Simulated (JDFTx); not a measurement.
# Ta: equation of state with PBEsol

**What was measured.**

“Pressure effects on the electronic structure and superconductivity of (TaNb)0.67(HfZrTi)0.33 high entropy alloy”, 2019, arxiv:1910.08312 quotes, for a bulk crystal of Ta: bulk modulus 194 GPa.

The system is Ta.

```
Ta
1.0
    -1.65128    1.65128    1.65128
     1.65128   -1.65128    1.65128
     1.65128    1.65128   -1.65128
Ta
1
Direct
  0.00000 0.00000 0.00000
```

- Program: JDFTx 1.7.0 (patched build)
- Task: equation of state
- Functional: PBEsol
- Potentials or basis: PseudoDojo-SR-PBEsol-0.4.1-standard with smoothed tails
- Cutoff: 789 eV
- Density cutoff: 3157 eV
- k mesh: 11 × 11 × 11
- Occupations: fermi-dirac, width 0.05 eV
- Spin: no spin polarisation

The equilibrium volume is 17.64 Å³/atom, the bulk modulus is 212 GPa and the pressure derivative of the bulk modulus is 4.4.

Energy against volume, from the lowest point:
```
volume (Å³/atom)  energy (meV/atom)
          16.930              20.26
          17.290               4.70
          17.650               0.00
          18.010               4.99
          18.371              18.63
          18.731              40.05
          19.091              68.48
```

Measured bulk modulus of Ta: 194 GPa (quoted in “Pressure effects on the electronic structure and superconductivity of (TaNb)0.67(HfZrTi)0.33 high entropy alloy”, 2019, arxiv:1910.08312). This calculation gives 212 GPa (+9.1 %). The fit is for a static lattice scaled at fixed shape and fixed fractional positions.

The run has no spin-orbit coupling, so splittings on Ta are missing.
